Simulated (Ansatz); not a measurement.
A nudged elastic band was laid between two geometries of a periodic cell of 63 atoms, Si$_{62}$C (host Si, host structure diamond, dopant C, one Si atom removed), cell charge -1.

Computed with DFT PBEsol, scalar-relativistic, plane waves, PAW in Ansatz 0.2.0. Settings: PAW set soft_1, cutoff 420 eV, k mesh 1x1x1, fermi-dirac smearing 0.05 eV, spin collinear.

```yaml
movable_images: 7
climbing_image: yes
spring: 5.0 eV/Å²
optimiser: quadratic models (default)
start_path: straight line
force_threshold: 0.03 eV/Å
iteration_limit: 39
end_points: relaxed
```

First end point:

```xyz
63
Lattice="10.8600 0.0000 0.0000 0.0000 10.8600 0.0000 0.0000 0.0000 10.8600" Properties=species:S:1:pos:R:3
Si 5.374 -0.004 -0.029
Si 6.743 1.376 1.338
Si 8.155 2.707 0.009
Si 9.484 4.119 1.339
Si 8.108 0.014 2.693
Si 9.453 1.407 4.022
C -0.395 0.394 0.385
Si 1.052 1.238 1.225
Si 2.597 2.581 -0.033
Si 4.005 3.998 1.297
Si 5.431 5.430 0.021
Si 6.862 6.856 1.298
Si 8.281 8.262 -0.033
Si 9.622 9.806 1.226
Si 2.598 0.002 2.617
Si 4.018 1.327 4.010
Si 5.400 2.723 2.703
Si 6.782 4.078 4.072
Si 8.137 5.461 2.704
Si 9.534 6.843 4.010
Si 5.402 0.020 5.459
Si 6.824 1.336 6.844
Si 8.139 2.723 5.454
Si 9.525 4.037 6.846
Si 8.232 -0.008 8.240
Si 9.634 1.226 9.774
Si 0.004 5.487 -0.029
Si 1.365 6.813 1.353
Si 2.842 8.020 0.032
Si 4.048 9.496 1.354
Si -0.013 2.753 2.693
Si 1.347 4.059 4.121
Si 2.706 5.373 2.692
Si 4.120 6.740 3.977
Si 5.487 8.155 2.693
Si 6.801 9.515 4.121
Si -0.039 0.040 5.386
Si 1.330 1.280 6.829
Si 2.716 2.648 5.458
Si 4.083 4.023 6.780
Si 5.437 5.424 5.435
Si 6.838 6.777 6.779
Si 8.213 8.145 5.457
Si 9.580 9.532 6.829
Si 2.425 -0.381 8.148
Si 3.880 1.170 9.435
Si 5.383 2.638 8.169
Si 6.789 4.071 9.516
Si 8.221 5.478 8.169
Si 9.692 6.980 9.434
Si 0.000 8.262 2.617
Si 1.351 9.509 4.065
Si -0.019 5.458 5.457
Si 1.417 6.828 6.762
Si 2.766 8.095 5.324
Si 4.032 9.443 6.762
Si 0.010 2.628 8.240
Si 1.356 4.077 9.501
Si 2.720 5.397 8.109
Si 4.111 6.749 9.430
Si 5.464 8.140 8.109
Si 6.784 9.505 9.502
Si 0.380 8.436 8.146
```

Last end point:

```xyz
63
Lattice="10.8600 0.0000 0.0000 0.0000 10.8600 0.0000 0.0000 0.0000 10.8600" Properties=species:S:1:pos:R:3
Si 5.430 -0.004 -0.004
Si 6.736 1.381 1.381
Si 8.135 2.725 0.048
Si 9.479 4.124 1.381
Si 8.135 0.048 2.725
Si 9.479 1.381 4.124
C 1.755 -1.755 -1.755
Si 1.165 1.314 1.314
Si 2.646 2.642 0.010
Si 4.025 4.073 1.355
Si 5.433 5.427 -0.005
Si 6.787 6.835 1.355
Si 8.218 8.214 0.010
Si 9.546 9.695 1.314
Si 2.646 0.010 2.642
Si 4.025 1.355 4.073
Si 5.376 2.733 2.733
Si 6.783 4.077 4.077
Si 8.127 5.484 2.733
Si 9.505 6.835 4.073
Si 5.433 -0.005 5.427
Si 6.787 1.355 6.835
Si 8.127 2.733 5.484
Si 9.505 4.073 6.835
Si 8.218 0.010 8.214
Si 9.546 1.314 9.695
Si 0.004 5.430 -0.004
Si 1.349 6.888 1.252
Si 2.586 8.274 -0.294
Si 3.972 9.511 1.252
Si -0.048 2.725 2.725
Si 1.370 4.068 4.068
Si 2.678 5.485 2.663
Si 4.072 6.788 4.050
Si 5.375 8.182 2.663
Si 6.792 9.490 4.068
Si 0.004 -0.004 5.430
Si 1.349 1.252 6.888
Si 2.678 2.663 5.485
Si 4.072 4.050 6.788
Si 5.433 5.427 5.427
Si 6.810 6.788 6.788
Si 8.197 8.182 5.485
Si 9.608 9.511 6.888
Si 2.586 -0.294 8.274
Si 3.972 1.252 9.511
Si 5.375 2.663 8.182
Si 6.792 4.068 9.490
Si 8.197 5.485 8.182
Si 9.608 6.888 9.511
Si -0.010 8.214 2.642
Si 1.359 9.501 4.054
Si 0.005 5.427 5.427
Si 1.366 6.792 6.792
Si 2.729 8.131 5.420
Si 4.068 9.494 6.792
Si -0.010 2.642 8.214
Si 1.359 4.054 9.501
Si 2.729 5.420 8.131
Si 4.068 6.792 9.494
Si 5.440 8.131 8.131
Si 6.806 9.501 9.501
Si 0.294 8.274 8.274
```

**Question.** Which bonds break or form, and what moves?

**Answer.** Contacts lost: C7–Si8, C7–Si14, C7–Si26. Contacts made: C7–Si29, C7–Si45, C7–Si63. The atom that moves furthest is C7, by 3.72 Å.

**Question.** Give the energies along the band, and the barrier.

**Answer.** The run converged. The highest image is number 3 of 0 to 8, 2.53 eV above the first end and 2.49 eV above the last; the last end lies 0.04 eV above the first. The profile has 2 maxima (images 3, 6) with wells between them (image 5): this band takes more than one step, which may be the mechanism or a detour left from its start path. By the program's own check the climbing image is a first-order saddle point (lowest curvatures found: -3.09 and 0.35 eV/Å²). Limits of this set-up: coarse k mesh, PAW files made for another functional, charged cell in a uniform background, uncorrected.

| image | path coordinate (Å) | energy (eV) | C7–Si8 (Å) | C7–Si14 (Å) | C7–Si26 (Å) |
| --- | --- | --- | --- | --- | --- |
| 0 | 0.00 | 0.00 | 1.87 | 1.87 | 1.88 |
| 1 | 1.37 | 1.13 | 1.86 | 2.11 | 1.87 |
| 2 | 2.75 | 1.33 | 1.90 | 3.57 | 1.89 |
| 3 | 4.12 | 2.53 | 2.31 | 3.53 | 1.97 |
| 4 | 5.32 | 1.42 | 3.66 | 3.97 | 1.92 |
| 5 | 6.53 | 1.19 | 4.25 | 4.25 | 1.84 |
| 6 | 7.73 | 1.29 | 3.81 | 3.83 | 1.89 |
| 7 | 8.93 | 0.75 | 4.07 | 4.08 | 3.27 |
| 8 | 10.14 | 0.04 | 4.38 | 4.38 | 4.38 |

**Question.** What is the geometry of the highest image?

**Answer.** 
```xyz
63
Lattice="10.8600 0.0000 0.0000 0.0000 10.8600 0.0000 0.0000 0.0000 10.8600" Properties=species:S:1:pos:R:3:forces:R:3
Si 5.395 -0.021 -0.010 0.00 0.00 0.00
Si 6.836 1.304 1.320 0.00 0.00 0.00
Si 8.402 2.454 -0.077 0.00 0.00 0.00
Si 9.515 3.974 1.344 0.00 0.00 0.00
Si 8.082 -0.026 2.827 0.00 0.00 0.00
Si 9.495 1.367 4.080 0.00 0.00 0.00
C 0.675 -0.061 -1.292 0.00 0.00 0.00
Si 0.986 0.802 0.823 0.00 0.00 0.00
Si 2.561 2.575 0.014 0.00 0.00 0.00
Si 3.981 4.000 1.381 0.00 0.00 0.00
Si 5.494 5.310 0.045 0.00 0.00 0.00
Si 6.817 6.798 1.369 0.00 0.00 0.00
Si 8.243 8.269 0.091 0.00 0.00 0.00
Si 9.615 9.690 1.460 0.00 0.00 0.00
Si 2.541 -0.075 2.519 0.00 0.00 0.00
Si 4.022 1.256 3.924 0.00 0.00 0.00
Si 5.434 2.667 2.661 0.00 0.00 0.00
Si 6.749 4.060 4.050 0.00 0.00 0.00
Si 8.152 5.383 2.702 0.00 0.00 0.00
Si 9.517 6.754 4.070 0.00 0.00 0.00
Si 5.259 -0.046 5.533 0.00 0.00 0.00
Si 6.754 1.361 6.762 0.00 0.00 0.00
Si 8.130 2.755 5.424 0.00 0.00 0.00
Si 9.414 4.203 6.787 0.00 0.00 0.00
Si 8.174 0.002 8.120 0.00 0.00 0.00
Si 9.954 1.081 9.309 0.00 0.00 0.00
Si 0.000 5.411 0.027 0.00 0.00 0.00
Si 1.358 6.783 1.358 0.00 0.00 0.00
Si 2.596 8.047 -0.182 0.00 0.00 0.00
Si 3.967 9.416 1.238 0.00 0.00 0.00
Si 0.055 2.511 2.557 0.00 0.00 0.00
Si 1.320 4.015 4.019 0.00 0.00 0.00
Si 2.694 5.437 2.753 0.00 0.00 0.00
Si 4.058 6.805 4.124 0.00 0.00 0.00
Si 5.394 8.138 2.709 0.00 0.00 0.00
Si 6.717 9.462 4.197 0.00 0.00 0.00
Si 0.009 0.018 5.449 0.00 0.00 0.00
Si 1.367 1.491 6.687 0.00 0.00 0.00
Si 2.796 2.720 5.304 0.00 0.00 0.00
Si 4.080 4.083 6.752 0.00 0.00 0.00
Si 5.461 5.457 5.447 0.00 0.00 0.00
Si 6.776 6.846 6.840 0.00 0.00 0.00
Si 8.229 8.126 5.506 0.00 0.00 0.00
Si 9.648 9.493 6.932 0.00 0.00 0.00
Si 2.256 0.198 8.426 0.00 0.00 0.00
Si 4.036 1.387 9.506 0.00 0.00 0.00
Si 5.456 2.745 8.147 0.00 0.00 0.00
Si 6.951 3.974 9.553 0.00 0.00 0.00
Si 8.188 5.582 8.251 0.00 0.00 0.00
Si 9.669 6.988 9.582 0.00 0.00 0.00
Si -0.007 8.149 2.724 0.00 0.00 0.00
Si 1.350 9.480 4.096 0.00 0.00 0.00
Si 0.031 5.488 5.491 0.00 0.00 0.00
Si 1.295 6.950 6.996 0.00 0.00 0.00
Si 2.695 8.162 5.533 0.00 0.00 0.00
Si 3.809 9.584 7.053 0.00 0.00 0.00
Si -0.017 2.820 8.016 0.00 0.00 0.00
Si 1.341 4.058 9.489 0.00 0.00 0.00
Si 2.715 5.427 8.140 0.00 0.00 0.00
Si 4.128 6.680 9.533 0.00 0.00 0.00
Si 5.375 8.187 8.203 0.00 0.00 0.00
Si 6.816 9.517 9.528 0.00 0.00 0.00
Si 0.364 8.684 8.703 0.00 0.00 0.00
```

The run took 24 min on 4 threads of Arm Neoverse V1 (shared host), peak memory 4.9 GiB.
